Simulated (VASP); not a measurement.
Wanted: the native input for a VASP 6.6.1 run.

```
Task                   : relaxation of cell and atoms
Functional             : PBE
Potentials or basis    : VASP PAW PBE potentials, release 64 (Zn, S)
Cutoff                 : 600 eV
k mesh                 : 8 × 8 × 8
Occupations            : fermi-dirac, width 0.02 eV
Spin                   : no spin polarisation
Dipole correction      : no
Further INCAR settings : ALGO = Normal; EDIFF = 1e-07; IBRION = 2; EDIFFG = -0.005; NSW = 80; ISIF = 3
```

The structure of ZnS lies in POSCAR:

```
ZnS
1.0
    0.0000000000      2.3393410000      2.3393410000
    2.3393410000      0.0000000000      2.3393410000
    2.3393410000      2.3393410000      0.0000000000
Zn S
1 1
Direct
    0.0000000000      0.0000000000      0.0000000000
    0.5000000000      0.5000000000      0.5000000000
```

The cell was built by a generator and needn't be a form met in nature.

The input as run:

INCAR

```
ALGO = Normal
EDIFF = 1E-7
EDIFFG = -0.005
ENCUT = 600
GGA = PE
IBRION = 2
ISIF = 3
ISMEAR = -1
LASPH = True
LCHARG = False
LREAL = False
LWAVE = False
NELM = 100
NSW = 80
PREC = Accurate
SIGMA = 0.02
```

KPOINTS

```
k-points
0
Gamma
  8 8 8
```

Potentials or basis: VASP PAW PBE potentials, release 64 (Zn, S).

Command:

```console
$ cat potpaw_PBE.64/Zn/POTCAR potpaw_PBE.64/S/POTCAR > POTCAR
$ mpirun -np 1 vasp_std > vasp.out
```

It gave:

| Item | Value |
| --- | --- |
| Relaxed volume | 16.64 Å³/atom |
| Relaxed cell | a = 3.611 Å, b = 3.611 Å, c = 3.611 Å, α = 60.00°, β = 60.00°, γ = 60.00° |
| Space group after relaxing (to 0.05 Å) | Fm-3m (No. 225) |
| Energy gained by relaxing | 385.9 meV/atom |
| Ionic steps | 6 |
| Pressure after relaxing | 0.0 GPa |
| Band gap on the k mesh | none (metal or under the smearing width) |

Caveat: the volume moved by over 15 % at a fixed basis, so the end points are rough.

It took 62 s on 1 thread of Intel(R) Xeon(R) Platinum 8259CL CPU @ 2.50GHz (Skylake/Cascade Lake) (shared host), peak memory 0.16 GiB.
